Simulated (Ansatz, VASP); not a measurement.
**Rb: VASP beside Ansatz**

```xyz
1
Lattice="-2.8025 2.8025 2.8025 2.8025 -2.8025 2.8025 2.8025 2.8025 -2.8025" Properties=species:S:1:pos:R:3 pbc="T T T"
Rb    0.0000    0.0000    0.0000
```

Alike in both runs: task single point; functional PBEsol; k mesh 7 × 7 × 7; occupations fermi-dirac, width 0.05 eV; no spin polarisation.

```csv
,VASP,Ansatz
version,VASP 6.6.1,Ansatz 0.2.0
potentials or method,"VASP PAW PBE potentials, release 64 (Rb_sv)",Ansatz PAW
plane-wave cutoff (eV),520,420
valence electrons in the cell,9,9
```

```csv
,VASP,Ansatz,Ansatz less VASP
gap on the k mesh at the Fermi level (eV),none,none,-
pressure (GPa),-0.1,-0.1,0.00
```

A gap of «none» marks a metal or a gap that the smearing closes.

Caveats: the PAW data sets were made with another functional, which shifts forces and pressure a little (VASP); the PAW data sets come from PBE, with cores solved anew for the run's functional, which leaves a small shift of forces and pressure (Ansatz).
